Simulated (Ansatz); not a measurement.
In: pressure and energy change per atom as volume scale varies

All results are calculated (Ansatz 0.2.0). Plane-wave DFT, scalar-relativistic PAW made under PBE with cores redone for the functional, no dispersion; the given relaxed cell is scaled uniformly, energy at zero smearing counts from the unscaled cell, pressure at the given Fermi-Dirac smearing is positive in compression.

The cell before it is scaled or strained (space group Im-3m, No. 229):
```
CELL_PARAMETERS angstrom
-1.93080 1.93080 1.93080
1.93080 -1.93080 1.93080
1.93080 1.93080 -1.93080
ATOMIC_POSITIONS crystal
In 0.00000 0.00000 0.00000
```

Settings of every row: spin polarised no; functional revPBE; wave cutoff 420 eV; smearing width 0.1 eV; k mesh 13x13x13.

Atom starting moment: 0 on all atoms.

Limits: the cell comes from a prototype or a list of computed structures and needn't be the stable phase.

| row | volume scale | V (Å³/atom) | pressure (GPa) | energy change per atom (meV) |
| --- | --- | --- | --- | --- |
| 1 | 0.88 | 25.337 | 5.29 | 47.26 |
| 2 | 0.92 | 26.489 | ? | ? |
| 3 | 0.96 | 27.64 | 1.26 | 3.52 |
| 4 | 1.04 | 29.944 | -1.14 | 5.08 |
| 5 | 1.08 | 31.095 | -1.96 | 16.79 |
| 6 | 1.12 | 32.247 | -2.59 | 33.6 |

Question: what pressure and energy change per atom should row 2 give?

Worked fit of pressure. Take u = (V_r/V)^(2/3) − 1 with V_r = 29.944 Å³ an atom, which is twice the finite (Eulerian) strain; such expansions in the strain, on which the Birch-Murnaghan equation of state is built, carry the rest volume and the bulk modulus. The shown rows have u = 0.11781, 0.05483, 0, -0.02483, -0.0482. Least squares give pressure = −1.17 + 36.454 × u + 155.2 × u² GPa; a straight line predicts inner rows, each left out in turn, worse (root mean square 0.53 against 0.06 GPa). The rows lie off it by 0.01, -0.04, 0.03, 0.02, -0.02. The pressure vanishes at u = 0.0286, or V = 28.7 Å³ an atom, and there the bulk modulus at fixed shape and fractions is B = −V dP/dV = (2/3)(1 + u) dP/du = 31.1 GPa. The withheld row has u = 0.08517, so the fit gives −1.17 + 36.454 × (0.08517) + 155.2 × (0.08517)² = 3.06 GPa.

The calculation gave 3.01 GPa. The fit lies 0.05 GPa (1.7 % of the value, 0.63 % of the column's range) above it; its largest miss of a shown row is 0.04 GPa.

Worked fit of energy change per atom. Take u = (V_r/V)^(2/3) − 1 with V_r = 29.944 Å³ an atom, which is twice the finite (Eulerian) strain; such expansions in the strain, on which the Birch-Murnaghan equation of state is built, carry the rest volume and the bulk modulus. The shown rows have u = 0.11781, 0.05483, 0, -0.02483, -0.0482. Least squares give energy change per atom = 4.599 − 329.038 × u + 5852.63 × u² meV; a straight line predicts inner rows, each left out in turn, worse (root mean square 20 against 1.1 meV). The rows lie off it by 0.20, -0.63, 0.48, 0.41, -0.46 (root mean square 0.46 meV). The withheld row has u = 0.08517, so the fit gives 4.599 − 329.038 × (0.08517) + 5852.63 × (0.08517)² = 19.03 meV.

The calculation gave 18.17 meV. The fit lies 0.86 meV (4.7 % of the value, 2 % of the column's range) above it; its largest miss of a shown row is 0.63 meV.
